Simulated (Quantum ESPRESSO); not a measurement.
AlN:

```
Al N
1.0
     3.11300    0.00000    0.00000
    -1.55650    2.69594    0.00000
     0.00000    0.00000    4.98100
Al N
2 2
Direct
  0.66667 0.33333 0.50000
  0.33333 0.66667 0.00000
  0.66667 0.33333 0.88000
  0.33333 0.66667 0.38000
```

Program: Quantum ESPRESSO 7.5. Alike in all runs: task dielectric tensor; level PBE; potentials or basis GBRV 1.5 PBE; no spin polarisation; cell as given; cutoff (eV) 612; smearing fermi-dirac 0.05 eV. Hardware: 1 thread of Intel(R) Xeon(R) Processor @ 2.50GHz (Skylake/Cascade Lake), on a shared host.

**Question.** Order these runs on this cell by their wall time, lowest first.
A. k mesh 12 × 12 × 8, shifted; mesh quality not flagged
B. k mesh 4 × 4 × 2, shifted; mesh quality coarse
C. k mesh 6 × 6 × 4, shifted; mesh quality not flagged

**Answer.** B (38 s), C (83 s), A (340 s).

Caveats: some runs use coarse meshes; the cell is more than 3 GPa from zero pressure, which shifts response properties.
